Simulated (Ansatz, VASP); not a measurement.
**GaN in VASP and in Ansatz**

```
CELL_PARAMETERS angstrom
3.13702 0.00000 0.00000
-1.56851 2.71674 0.00000
0.00000 0.00000 5.09618
ATOMIC_POSITIONS crystal
Ga 0.33333 0.66667 0.00394
Ga 0.66667 0.33333 0.50394
N 0.33333 0.66667 0.38106
N 0.66667 0.33333 0.88106
```

Change from the starting cell: volume scaled by 0.96, ions relaxed.

Alike in both runs: functional PBE; k mesh 11 × 11 × 6; occupations fermi-dirac, width 0.02 eV; no spin polarisation.

Ansatz relaxed the structure, and its values are those at the end. VASP's run is a single point on that final structure, the one shown.

|  | VASP | Ansatz |
| --- | --- | --- |
| version | VASP 6.6.1 | Ansatz 0.2.0 |
| potentials or method | VASP PAW PBE potentials, release 64 (Ga_d, N) | plane-wave PAW, scalar-relativistic |
| plane-wave cutoff (eV) | 520 | 420 |
| valence electrons in the cell | 36 | 36 |

Ansatz gave:

- gap on the k mesh at the Fermi level (eV): 2.25
- pressure (GPa): 16.4

Question: Estimate VASP's values.

Answer: gap on the k mesh at the Fermi level (eV): 2.26; pressure (GPa): 16.4.

Ansatz warned: «stress_scf_threshold_loose».

Caveats: so large a pressure means that the cell lies far from this level's equilibrium, or that cutoff or potentials fall short (VASP).
